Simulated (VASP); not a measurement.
A run of VASP 6.6.1 is set up as follows.

The input INCAR:

```
PREC = Accurate
ENCUT = 520
EDIFF = 1E-7
ISMEAR = -1
SIGMA = 0.05
LREAL = False
LASPH = True
NELM = 80
ALGO = Normal
ISIF = 2
LWAVE = False
LCHARG = False
GGA = PS
NBANDS = 22
```

KPOINTS

```
Automatic mesh
0
Gamma
  7 7 3
```

POSCAR

```
Br
1.0
    3.3632500000     -2.3225500000      0.0000000000
    3.3632500000      2.3225500000      0.0000000000
    0.0000000000      0.0000000000      8.7023000000
Br
4
Direct
    0.3651000000      0.6349000000      0.3901000000
    0.1349000000      0.8651000000      0.8901000000
    0.6349000000      0.3651000000      0.6099000000
    0.8651000000      0.1349000000      0.1099000000
```

Potentials or basis: VASP PAW PBE potentials, release 64 (Br).

The run is started by

```bash
$ cat potpaw_PBE.64/Br/POTCAR > POTCAR
$ mpirun -np 1 vasp_std > vasp.out
```

Q: What does it give for the largest force?

A: 0.749 eV/Å.

Q: Estimate the pressure.

A: 0.2 GPa.

Q: Estimate the band gap on the k mesh.

A: 1.84 eV, indirect (least direct gap 1.86 eV).

Stress tensor (GPa, compression positive):
```
 0.04  0.00  0.00
 0.00 -0.47  0.00
 0.00  0.00  0.89
```

Caveat: the PAW data sets were made with another functional, which shifts forces and pressure a little; an odd mesh through Γ misses points on the zone boundary, where band edges often lie.
